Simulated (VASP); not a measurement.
# What goes wrong when the modes of SiC (Moissanite) are computed with a bad input, part 3 of 3

Aim: see how common mistakes in a phonon run show up, on SiC (Moissanite). The starting structure is a measured crystal structure from the Crystallography Open Database.

VASP 6.6.1.

Results so far: reference B1 (2) 840.5 cm⁻¹; finite displacements, else as the reference B1 (2) 839.9 cm⁻¹; a loose electronic threshold B1 (2) 843.7 cm⁻¹.

**5. Modes with a cutoff far too low**

Level of this step: LDA; plane waves and PAW (Si, C) (VASP).

A slip made on purpose: a cutoff far too low. Against step 2 the input has ENCUT = 220 (also changed: NELM).

The input, INCAR:

```
SYSTEM = SiC
PREC = Accurate
ENCUT = 220
EDIFF = 1E-08
NELM = 60
ISMEAR = 0
SIGMA = 0.03
LREAL = .FALSE.
ALGO = Normal
GGA = CA
NBANDS = 14
LORBIT = 11
LWAVE = .FALSE.
LCHARG = .FALSE.
KPAR = 8
IBRION = 8
LEPSILON = .TRUE.
LPEAD = .TRUE.
ISIF = 2
```

The input, POSCAR:

```
SiC
1.0
    3.0580883953      0.0000000000      0.0000000000
   -1.5290441976      2.6483822373      0.0000000000
    0.0000000000      0.0000000000      5.0190806236
Si C
2 2
Direct
    0.6666666667      0.3333333333      0.5046005286
    0.3333333333      0.6666666667      0.0046005286
    0.6666666667      0.3333333333      0.8803994714
    0.3333333333      0.6666666667      0.3803994714
```

The input, KPOINTS:

```
Automatic mesh
0
Gamma
12 12 6
0 0 0
```

Potentials, in the order of the species: Si and C (LDA family, release 64).

Command:

```sh
mpirun -np 8 vasp_std
```

Log:

```text
[... set-up lines as in an earlier step ...]
 entering main loop
       N       E                     dE             d eps       ncg     rms          rms(c)
DAV:   1     0.677351579480E+00    0.67735E+00   -0.42278E+03  2190   0.509E+02
DAV:   2    -0.353965491859E+02   -0.36074E+02   -0.33649E+02  2954   0.122E+02
DAV:   3    -0.365546224704E+02   -0.11581E+01   -0.11559E+01  2860   0.208E+01
DAV:   4    -0.365616148638E+02   -0.69924E-02   -0.69916E-02  2494   0.184E+00
[...]
DAV:  14    -0.333909785433E+02   -0.93822E-07   -0.59860E-08  2602   0.177E-03    0.655E-04
DAV:  15    -0.333909785730E+02   -0.29752E-07   -0.48872E-09  1526   0.440E-04    0.212E-04
DAV:  16    -0.333909785791E+02   -0.61464E-08   -0.64665E-10  1244   0.188E-04
   1 F= -.33390979E+02 E0= -.33390979E+02  d E =-.250283E-19
 Linear response reoptimize wavefunctions to high precision
DAV:   1    -0.333909785788E+02    0.39927E-09   -0.86825E-11  1508   0.613E-05
DAV:   2    -0.333909785787E+02    0.20464E-10   -0.65712E-12  1238   0.202E-05
 Linear response to external field (no local field effect), progress :
[...]
RMM:  11    -0.112655248551E+00    0.64186E-08   -0.82107E-10 20980   0.422E-06    0.365E-07
 first order change of Fermi-energy  -0.27285E-04
 force on displaced ion       3 direction 1 : -21.595   0.000  -0.000
 Born effective charge ion    3 direction 1 :  -2.659  -0.000  -0.000
 Linear response progress:
  Degree of freedom:   4/  4
       N       E                     dE             d eps       ncg     rms          rms(c)
RMM:   1    -0.126059775935E+00   -0.12606E+00    0.10725E-01  6541   0.175E+00
RMM:   2    -0.121840229194E+00    0.42195E-02    0.84396E-04  4618   0.363E-01    0.203E-01
RMM:   3    -0.121739622891E+00    0.10061E-03   -0.20897E-03  4621   0.211E-01    0.969E-02
RMM:   4    -0.122366756689E+00   -0.62713E-03   -0.44693E-04  4666   0.989E-02    0.372E-02
[...]
RMM:  10    -0.122687126559E+00    0.68154E-07   -0.10589E-07  5175   0.489E-05    0.931E-06
RMM:  11    -0.122687149489E+00   -0.22930E-07    0.29449E-08  5297   0.156E-05    0.241E-06
RMM:  12    -0.122687145556E+00    0.39332E-08    0.24725E-08  4827   0.424E-06    0.733E-07
 first order change of Fermi-energy   0.40413E+00
 force on displaced ion       3 direction 3 :   0.000   0.000 -26.704
 Born effective charge ion    3 direction 3 :   0.000   0.000  -2.855
 Born effective charges drift removed
 Linear response finished
```

Run time: 85 s. Hardware: 8 MPI ranks of AMD EPYC 7R43, shared host; peak memory 2 GiB; 11 min of CPU time.

From OUTCAR (step 5):

```text
  Total       -5.6247495     -5.6247495     -5.6053259     -0.0000000      0.0000000      0.0000000
  in kB     -221.6965281   -221.6965281   -220.9309587     -0.0000000      0.0000000      0.0000000
  external PRESSURE =    -221.4413383 kB  Pullay stress =       0.0000000 kB

 POSITION                                       TOTAL-FORCE (eV/Angst)
 -----------------------------------------------------------------------------------
      1.52904      0.88279      2.53263        -0.000000     -0.000000      0.015283
     -0.00000      1.76559      0.02309         0.000000      0.000000      0.015283
      1.52904      0.88279      4.41880         0.000000      0.000000     -0.015283
     -0.00000      1.76559      1.90926        -0.000000      0.000000     -0.015283
 -----------------------------------------------------------------------------------
    total drift:                               -0.000000     -0.000001      0.000014

 MACROSCOPIC STATIC DIELECTRIC TENSOR (including local field effects in DFT)
 ------------------------------------------------------
           7.005721     0.000000     0.000000
           0.000000     7.005721     0.000000
           0.000000    -0.000000     7.376479
 ------------------------------------------------------

 MACROSCOPIC STATIC DIELECTRIC TENSOR IONIC CONTRIBUTION
 ------------------------------------------------------
           2.932519     0.000000    -0.000000
           0.000000     2.932519    -0.000000
          -0.000000    -0.000000     3.656356
 ------------------------------------------------------

[... 1 part as in an earlier step ...]

[... 1 further part left out ...]
```

With a cutoff far too low the modes are at the top B1 (2) 871.6, E1 832.9 cm⁻¹, at the bottom B1 (1) 608.5, E2 (1) 257.4 cm⁻¹, with 2 more of the listed ones between; the largest shift is +37.1 cm⁻¹, in E2 (2), from the reference.

**6. Modes with a k mesh far too coarse**

A slip made on purpose: a k mesh far too coarse. Against step 2 the input has a 2×2×2 mesh (also changed: NELM and KPAR).

INCAR, as its differences from that of step 5:

```diff
@@ -2,3 +2,3 @@
 PREC = Accurate
-ENCUT = 220
+ENCUT = 520
 EDIFF = 1E-08
@@ -14,3 +14,2 @@
 LCHARG = .FALSE.
-KPAR = 8
 IBRION = 8
```

POSCAR is that of step 5.

The input, KPOINTS:

```
Automatic mesh
0
Gamma
2 2 2
0 0 0
```

Command:

```sh
mpirun -np 8 vasp_std
```

Log:

```text
[banner, memory and clock lines left out]
running    8 mpi-ranks, on    1 nodes
[...]
[... a notice as in an earlier step ...]

 LDA part: xc-table for (Slater(with rela. corr.)+CA(PZ))
 , standard interpolation
|                                                                             |
|           W    W    AA    RRRRR   N    N  II  N    N   GGGG   !!!           |
|           W    W   A  A   R    R  NN   N  II  NN   N  G    G  !!!           |
|           W    W  A    A  R    R  N N  N  II  N N  N  G       !!!           |
|           W WW W  AAAAAA  RRRRR   N  N N  II  N  N N  G  GGG   !            |
|           WW  WW  A    A  R   R   N   NN  II  N   NN  G    G                |
|           W    W  A    A  R    R  N    N  II  N    N   GGGG   !!!           |
|                                                                             |
|     The number of bands has been changed from the values supplied in        |
|     The orbitals not found in the WAVECAR file will be initialized with     |
[...]
RMM:  11    -0.132507481303E+00    0.93939E-08   -0.13192E-08   453   0.994E-06    0.809E-07
 first order change of Fermi-energy   0.65421E-05
 force on displaced ion       3 direction 1 : -20.106   0.009   0.001
 Born effective charge ion    3 direction 1 :  -2.944   0.009   0.000
 Linear response progress:
  Degree of freedom:   4/  4
       N       E                     dE             d eps       ncg     rms          rms(c)
RMM:   1    -0.140507355973E+00   -0.14051E+00    0.85713E-02   269   0.176E+00
RMM:   2    -0.134834246303E+00    0.56731E-02    0.18344E-02   201   0.335E-01    0.277E-01
RMM:   3    -0.135518088329E+00   -0.68384E-03   -0.15303E-03   190   0.232E-01    0.127E-01
RMM:   4    -0.136269695928E+00   -0.75161E-03   -0.56641E-04   199   0.116E-01    0.434E-02
[...]
RMM:  11    -0.136438575608E+00   -0.19523E-07   -0.59208E-07   226   0.159E-05    0.190E-06
RMM:  12    -0.136438560339E+00    0.15269E-07   -0.18200E-07   219   0.994E-06    0.649E-07
RMM:  13    -0.136438557947E+00    0.23923E-08   -0.61789E-09   181   0.854E-06    0.230E-07
 first order change of Fermi-energy  -0.97015E+00
 force on displaced ion       3 direction 3 :   0.000  -0.000 -22.708
 Born effective charge ion    3 direction 3 :  -0.000   0.000  -2.922
 Born effective charges drift removed
 Linear response finished
```

Elapsed: 15 s, on 8 MPI ranks; peak memory 0.68 GiB.

From OUTCAR (step 6):

```text
  Total        2.0442078      2.0442078     -2.0562305      0.0000000      0.0000000     -0.0000000
  in kB       80.5713698     80.5713698    -81.0452405      0.0000000      0.0000000     -0.0000000
  external PRESSURE =      26.6991664 kB  Pullay stress =       0.0000000 kB

 POSITION                                       TOTAL-FORCE (eV/Angst)
 -----------------------------------------------------------------------------------
      1.52904      0.88279      2.53263         0.000000     -0.000000     -0.432307
     -0.00000      1.76559      0.02309         0.000000     -0.000000     -0.432307
      1.52904      0.88279      4.41880        -0.000000      0.000000      0.432307
     -0.00000      1.76559      1.90926        -0.000000     -0.000000      0.432307
 -----------------------------------------------------------------------------------
    total drift:                               -0.000000     -0.000000     -0.000101

 MACROSCOPIC STATIC DIELECTRIC TENSOR (including local field effects in DFT)
 ------------------------------------------------------
           5.974371     0.000000     0.000000
           0.000000     5.974371     0.000000
           0.000000     0.000000     7.509081
 ------------------------------------------------------

 MACROSCOPIC STATIC DIELECTRIC TENSOR IONIC CONTRIBUTION
 ------------------------------------------------------
           3.562993     0.000000    -0.000000
           0.000000     3.562993    -0.000000
          -0.000000    -0.000000     4.473347
 ------------------------------------------------------

[... 1 part as in an earlier step ...]

[... 1 further part left out ...]
```

With a k mesh far too coarse the modes are at the top E1 824.1, B1 (2) 804.1 cm⁻¹, at the bottom B1 (1) 595.1, E2 (1) 244.1 cm⁻¹, with 2 more of the listed ones between; the largest shift is -36.4 cm⁻¹, in B1 (2), from the reference.

**7. Modes with one-sided displacements**

A slip made on purpose: one-sided displacements. Against step 2 the input has IBRION = 6, NFREE = 1, POTIM = 0.015, no LEPSILON and no LPEAD (also changed: NELM and NSW).

INCAR, as its differences from that of step 6:

```diff
@@ -14,5 +14,7 @@
 LCHARG = .FALSE.
-IBRION = 8
-LEPSILON = .TRUE.
-LPEAD = .TRUE.
+KPAR = 8
+IBRION = 6
+NFREE = 1
+POTIM = 0.015
+NSW = 1
 ISIF = 2
```

POSCAR is that of step 6.

The input, KPOINTS:

```
Automatic mesh
0
Gamma
12 12 6
0 0 0
```

Command:

```sh
mpirun -np 8 vasp_std
```

Log:

```text
[... set-up lines as in an earlier step ...]
 entering main loop
       N       E                     dE             d eps       ncg     rms          rms(c)
[... 15 cycles as in an earlier step ...]
   1 F= -.33276045E+02 E0= -.33276045E+02  d E =-.878041E-23
[...]
2 F= -.33273748E+02 E0= -.33273748E+02  d E =-.759818E-19
[...]
3 F= -.33272887E+02 E0= -.33272887E+02  d E =-.107393E-17
[...]
4 F= -.33273814E+02 E0= -.33273814E+02  d E =-.988947E-21
[...]
5 F= -.33273306E+02 E0= -.33273306E+02  d E =-.216268E-12
 Finite differences progress:
  Degree of freedom:   4/  4
  Displacement:        1/  1
  Total:               4/  4
```

Wall time 1.7 min (8 MPI ranks); peak memory 2.8 GiB; 14 min of CPU time.

OUTCAR, selected parts (step 7):

```text
  Total        0.0832847      0.0832847     -0.1377979      0.0000000     -0.0000000      0.0000000
  in kB        3.2826210      3.2826210     -5.4312334      0.0000000     -0.0000000      0.0000000
  external PRESSURE =       0.3780029 kB  Pullay stress =       0.0000000 kB

 POSITION                                       TOTAL-FORCE (eV/Angst)
 -----------------------------------------------------------------------------------
      1.52904      0.88279      2.53263        -0.000000      0.000000      0.127183
     -0.00000      1.76559      0.02309        -0.000000      0.000000      0.138812
      1.52904      0.88279      4.43380        -0.000000      0.000000     -0.362382
     -0.00000      1.76559      1.90926         0.000000     -0.000000      0.096388
 -----------------------------------------------------------------------------------
    total drift:                               -0.000000      0.000000     -0.000122

  FREE ENERGIE OF THE ION-ELECTRON SYSTEM (eV)
  ---------------------------------------------------
  free  energy   TOTEN  =       -33.2733059703 eV

  energy  without entropy=      -33.2733059703  energy(sigma->0) =      -33.27330597

[... 2 parts as in an earlier step ...]

[... 1 further part left out ...]
[key lines of the parts left out:]
E-fermi :   8.5251
```

With one-sided displacements the modes are at the top B1 (2) 832.2, E1 799.7 cm⁻¹, at the bottom B1 (1) 603.0, E2 (1) 257.8 cm⁻¹, with 2 more of the listed ones between; the largest shift is -7.7 cm⁻¹, in B1 (2), from finite displacements, else as the reference.

**8. The runs compared**

| run | B1 (2) | E1 | A1 | E2 (2) | B1 (1) | E2 (1) | method | core minutes |
| --- | --- | --- | --- | --- | --- | --- | --- | --- |
| reference | 840.5 | 799.9 | 769.8 | 766.4 | 597.9 | 257.9 | perturbation theory | 83.0 |
| finite displacements, else as the reference | 839.9 | 799.7 | 769.9 | 766.5 | 597.5 | 257.9 | finite displacements | 24.5 |
| a loose electronic threshold | 843.7 | 803.4 | 771.6 | 773.0 | 597.1 | 253.4 | finite displacements | 12.1 |
| a cutoff far too low | 871.6 | 832.9 | 801.2 | 803.5 | 608.5 | 257.4 | perturbation theory | 11.3 |
| a k mesh far too coarse | 804.1 | 824.1 | 740.6 | 767.4 | 595.1 | 244.1 | perturbation theory | 1.97 |
| one-sided displacements | 832.2 | 799.7 | 765.4 | 766.4 | 603.0 | 257.8 | finite displacements | 13.7 |

Modes are in cm⁻¹, degenerate ones as one, matched between runs by symmetry and order. A number in brackets counts the listed modes of one symmetry from the lowest. The symmetry labels come from an automatic analysis and can be wrong where levels nearly coincide. Core minutes are wall time times ranks of the run shown, on a shared host.

**9. Results**

```yaml
b1_2_reference: 840.5 cm⁻¹
e2_1_reference: 257.9 cm⁻¹
b1_2_finite_displacements_else_as_the_reference: 839.9 cm⁻¹
e2_1_finite_displacements_else_as_the_reference: 257.9 cm⁻¹
b1_2_a_loose_electronic_threshold: 843.7 cm⁻¹
e2_1_a_loose_electronic_threshold: 253.4 cm⁻¹
b1_2_a_cutoff_far_too_low: 871.6 cm⁻¹
e2_1_a_cutoff_far_too_low: 257.4 cm⁻¹
b1_2_a_k_mesh_far_too_coarse: 804.1 cm⁻¹
e2_1_a_k_mesh_far_too_coarse: 244.1 cm⁻¹
b1_2_one_sided_displacements: 832.2 cm⁻¹
e2_1_one_sided_displacements: 257.8 cm⁻¹
```

In words: Finished, but with signs in the output that stand out against the reference: a loose electronic threshold, with modes off by up to +6.5 cm⁻¹, in E2 (2) (signs: a translation at -3 cm⁻¹ instead of zero); a cutoff far too low, with modes off by up to +37 cm⁻¹, in E2 (2) (signs: a pressure of -22.1 GPa on the undisplaced cell); a k mesh far too coarse, with modes off by up to -36 cm⁻¹, in B1 (2) (signs: a pressure of 2.7 GPa on the undisplaced cell and forces of up to 0.43 eV/Å on the undisplaced atoms); one-sided displacements, with modes off by up to -7.7 cm⁻¹, in B1 (2) (signs: a translation at -12 cm⁻¹ instead of zero). Runs with finite displacements are held against the sound run of that kind. The dielectric constants and Born charges in the logs aren't compared here; at a small gap they can be far off, and in a run without a gap they mean nothing. The frequencies are harmonic, and the splitting of polar modes by their long-range field is left out. Further runs on this material are not shown.

[Lines on the potential files, build, host, timing and source positions are cut from VASP's logs without a mark.]

[Logs are printed without paths, hosts, clocks, repeated set-up lines and the standing remarks that a program may print on its own settings, such as how far it seeks lower states.]

[Hosts, paths, dates, database ids (printed as entryN), source tags and the programs' standing remarks are cut or masked in the printed files.]
